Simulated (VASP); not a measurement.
Runs of VASP 6.6.1 on Ge. The structure is tetragonal, space group P4/mmm (No. 123). Conventional cell: a = 5.241 Å, b = 5.241 Å, c = 2.655 Å, α = 90.00°, β = 90.00°, γ = 90.00°. Ge (site symmetry 4/mmm) is surrounded by 6 Ge at 2.62 to 2.66 Å. Ge (site symmetry mmm) is surrounded by 4 Ge at 2.62 to 2.66 Å. The cell was built by a generator and needn't be a form met in nature.

```csv
level,gap on the mesh (eV),pressure (GPa),relaxed volume (Å³/atom)
revPBE+dDsC,none,-0.1,(a)
revPBE+D2,none,0.0,23.02
revPBE+D3(BJ),none,0.0,25.57
revPBE,none,0.0,24.69
revPBE+D4,none,-0.1,24.94
revPBE+D3,none,0.0,(b)
```

Alike in all rows: task relaxation of cell and atoms; potentials or basis VASP PAW PBE potentials, release 64 (Ge_d); no spin polarisation; cell relaxed; k mesh 5 × 5 × 10; cutoff (eV) 600; smearing fermi-dirac 0.05 eV.

**Question.** Fill in the values left out.

**Answer.** (a) 22.91; (b) 25.54.

Caveats: the PAW data sets were made with another functional, which shifts forces and pressure a little; pairwise dispersion overbinds metals, which lowers pressure and volume (some runs); atom-pairwise D2, TS and ULG terms overbind metals (some runs).

A k mesh can miss the band edges, and the runs leave out spin-orbit coupling on Ge.

A gap of «none» marks a metal or a gap under the smearing width.

Not every run made on this cell is shown here.
